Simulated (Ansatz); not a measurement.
**C: equilibrium volume by level of theory**

```xyz
8
Lattice="2.5221 0.0000 0.0000 -1.2611 2.1842 0.0000 0.0000 0.0000 8.2371" Properties=species:S:1:pos:R:3 pbc="T T T"
C     1.2611    0.7281    6.9501
C     0.0000    1.4561    2.8315
C     1.2611    0.7281    5.4056
C     0.0000    1.4561    1.2870
C     0.0000    0.0000    7.4649
C     0.0000    0.0000    3.3463
C     0.0000    0.0000    4.8908
C     0.0000    0.0000    0.7722
```

| rung | level | program and potentials | cutoff (eV) | k mesh | core time | chip | equilibrium volume (Å³/atom) | notes |
| --- | --- | --- | --- | --- | --- | --- | --- | --- |
| GGA + dispersion | BLYP+D3(BJ) | Ansatz, Ansatz PAW | 420 | 12 × 12 × 4 | 14 s | Intel Xeon 6975P-C Granite Rapids | 5.69 | potentials made for PBE, which Ansatz adapts in part |
| GGA + dispersion | PBE+D4 | Ansatz, Ansatz PAW | 420 | 12 × 12 × 4 | 15 s | AMD EPYC 9B45 Zen 5 | 5.63 | - |
| GGA + dispersion | PBEsol+D3(BJ) | Ansatz, Ansatz PAW | 420 | 12 × 12 × 4 | 19 s | Arm Neoverse V2 | 5.57 | potentials made for PBE, which Ansatz adapts in part |
| GGA + dispersion | PBE+D3(BJ) | Ansatz, Ansatz PAW | 420 | 12 × 12 × 4 | 21 s | Intel Xeon Skylake/Cascade Lake | 5.63 | - |
| GGA | RPBE | Ansatz, Ansatz PAW | 420 | 12 × 12 × 4 | 22 s | Arm Neoverse V2 | 5.78 | potentials made for PBE, which Ansatz adapts in part |
| GGA + dispersion | revPBE+D3(BJ) | Ansatz, Ansatz PAW | 420 | 12 × 12 × 4 | 22 s | Arm Neoverse V1 | 5.62 | potentials made for PBE, which Ansatz adapts in part |
| GGA | revPBE | Ansatz, Ansatz PAW | 420 | 12 × 12 × 4 | 23 s | Arm Neoverse V1 | 5.76 | potentials made for PBE, which Ansatz adapts in part |
| GGA | PBEsol | Ansatz, Ansatz PAW | 420 | 12 × 12 × 4 | 24 s | Arm Neoverse V1 | 5.62 | potentials made for PBE, which Ansatz adapts in part |
| GGA | PBE | Ansatz, Ansatz PAW | 420 | 12 × 12 × 4 | 24 s | Arm Neoverse V1 | 5.70 | - |
| GGA + dispersion | revPBE+D4 | Ansatz, Ansatz PAW | 420 | 12 × 12 × 4 | 27 s | Intel Xeon 6975P-C Granite Rapids | 5.59 | potentials made for PBE, which Ansatz adapts in part |
| GGA | BLYP | Ansatz, Ansatz PAW | 420 | 12 × 12 × 4 | 28 s | Arm Neoverse V1 | 5.83 | potentials made for PBE, which Ansatz adapts in part |
| LDA | LDA | Ansatz, Ansatz PAW | 420 | 12 × 12 × 4 | 28 s | Arm Neoverse V1 | 5.51 | potentials made for PBE, which Ansatz adapts in part |
| meta-GGA + dispersion | r2SCAN+D3(BJ) | Ansatz, Ansatz PAW | 500 | 12 × 12 × 4 | 28 s | Arm Neoverse V1 | 5.61 | potentials made for PBE, which Ansatz adapts in part |
| meta-GGA + dispersion | r2SCAN+D4 | Ansatz, Ansatz PAW | 500 | 12 × 12 × 4 | 41 s | Intel Xeon Platinum 8259CL Skylake/Cascade Lake | 5.62 | potentials made for PBE, which Ansatz adapts in part |
| meta-GGA | r2SCAN | Ansatz, Ansatz PAW | 500 | 12 × 12 × 4 | 41 s | Intel Xeon Platinum 8259CL Skylake/Cascade Lake | 5.65 | potentials made for PBE, which Ansatz adapts in part |
| GGA + dispersion | RPBE+D4 | Ansatz, Ansatz PAW | 420 | 12 × 12 × 4 | 42 s | Arm Neoverse V1 | 5.60 | potentials made for PBE, which Ansatz adapts in part |
| GGA + dispersion | BLYP+D4 | Ansatz, Ansatz PAW | 420 | 12 × 12 × 4 | 46 s | Arm Neoverse V1 | 5.68 | potentials made for PBE, which Ansatz adapts in part |
| GGA + dispersion | PBEsol+D4 | Ansatz, Ansatz PAW | 420 | 12 × 12 × 4 | 51 s | Arm Neoverse V1 | 5.58 | potentials made for PBE, which Ansatz adapts in part |

Times are single runs on shared hosts and different chips, so they are rough; meshes, cutoffs and the tasks' sizes weigh on the time. Task: relaxation of cell and atoms. All rows: no spin polarisation. Meshes are those of the run's cell of 8 atoms unless a note names another. Relaxations start from the cell shown or near it and stop with a little pressure left. Runs on faulty files, with rough fits or with known faults for this quantity aren't shown. No row holds spin-orbit coupling.

By rung: LDA 5.51; GGA + dispersion 5.57 to 5.69; GGA 5.62 to 5.83; meta-GGA + dispersion 5.61 to 5.62; meta-GGA 5.65 (Å³/atom).
